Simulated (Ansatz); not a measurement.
Runs of Ansatz 0.2.0 on ZrC. The structure is cubic, space group Fm-3m (No. 225). The conventional cell has a = 4.730 Å, b = 4.730 Å, c = 4.730 Å, α = 90.00°, β = 90.00°, γ = 90.00°. Zr (site symmetry m-3m) is surrounded by 6 C at 2.37 Å. Around C (site symmetry m-3m) lie 6 Zr at 2.37 Å. 

| task | level | cell | cutoff (eV) | smearing | pressure (GPa) | relaxed volume (Å³/atom) |
| --- | --- | --- | --- | --- | --- | --- |
| relaxation of cell and atoms | revPBE | relaxed | - | fermi-dirac 0.05 eV | 0.0 | 13.20 |
| single point | RPBE | as given | 254 | gaussian 0.05 eV | 0.4 | - |
| relaxation of cell and atoms | revPBE+D4 | relaxed | - | fermi-dirac 0.05 eV | 0.0 | 12.82 |
| relaxation of cell and atoms | BLYP+D3(BJ) | relaxed | - | fermi-dirac 0.05 eV | 0.0 | (a) |
| relaxation of cell and atoms | RPBE+D3(BJ) | relaxed | - | fermi-dirac 0.05 eV | 0.0 | 11.45 |
| relaxation of cell and atoms | RPBE | relaxed | - | fermi-dirac 0.05 eV | 0.0 | 13.25 |
| band structure | revPBE+D3(BJ) | cell strained at random at fixed volume | 257 | gaussian 0.05 eV | (b) | - |

Alike in all rows: potentials or basis all-electron LAPW, scalar-relativistic; no spin polarisation; k mesh 10 × 10 × 10; basis error allowed 0.001 eV/atom.

**Question.** Fill in the values left out.

**Answer.** (a) 12.78; (b) -9.8.

Caveats: the volume moved by -13 % from the deposited cell, more than functionals usually miss (some runs); pairwise dispersion overbinds metals, which lowers pressure and volume (some runs).

Runs at the PBE level aren't shown here.
